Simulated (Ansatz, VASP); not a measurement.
# Pb: VASP beside Ansatz

File INCAR:

```
PREC = Accurate
ENCUT = 520
EDIFF = 1E-6
ISMEAR = -1
SIGMA = 0.1
LREAL = F
LASPH = T
NELM = 60
ALGO = Normal
ISIF = 2
LWAVE = F
LCHARG = T
GGA = PE
LELF = T
LVHAR = T
NBANDS = 13
```

KPOINTS

```
Automatic mesh
0
Gamma
  13 13 12
```

Contents of POSCAR:

```
Pb
1.0
    2.8932209887      0.0000000000      0.0000000000
   -1.4466104944      2.5056028750      0.0000000000
    0.0000000000      0.0000000000      2.7399239518
Pb
1
Direct
    0.0000000000      0.0000000000      0.0000000000
```

Input for Ansatz:

```yaml
crystal:
  lattice:
    - [2.8932209887, 0.0, 0.0]
    - [-1.4466104944, 2.505602875, 0.0]
    - [0.0, 0.0, 2.7399239518]
  atoms:
    - { symbol: Pb, position: [0.0, 0.0, 0.0] }
kpoints:
  mp_grid: { grid: [13, 13, 12] }
scf:
  occupations: { method: fermi_dirac, width: 0.1 }
hamiltonian:
  xc: pbe
  pseudopotentials: { kind: all_electron, lapw: { basis_error: 0.001 } }
output:
  forces: true
  stress: true
  eigenvalues: true
  populations: true
```

Change from the starting cell: volume scaled by 0.6, LAPW.

Alike in both runs: task single point; functional PBE; k mesh 13 × 13 × 12; occupations fermi-dirac, width 0.1 eV; no spin polarisation.

```csv
,VASP,Ansatz
version,VASP 6.6.1,Ansatz 0.2.0
potentials or method,"VASP PAW PBE potentials, release 64 (Pb_d)","all-electron LAPW, scalar-relativistic"
plane-wave cutoff (eV),520,see its input
```

```csv
,VASP,Ansatz,Ansatz less VASP
pressure (GPa),67.5,67.7,+0.14
largest component of the traceless stress (GPa),0.18,0.18,+0.001
```

Ansatz ran all-electron here, so the differences hold the error of VASP's frozen core and of both bases.

Caveats: the cell as given lies far from equilibrium; so large a pressure means that the cell lies far from this level's equilibrium, or that cutoff or potentials fall short (VASP). Spin-orbit coupling is left out, which matters for the levels of Pb.
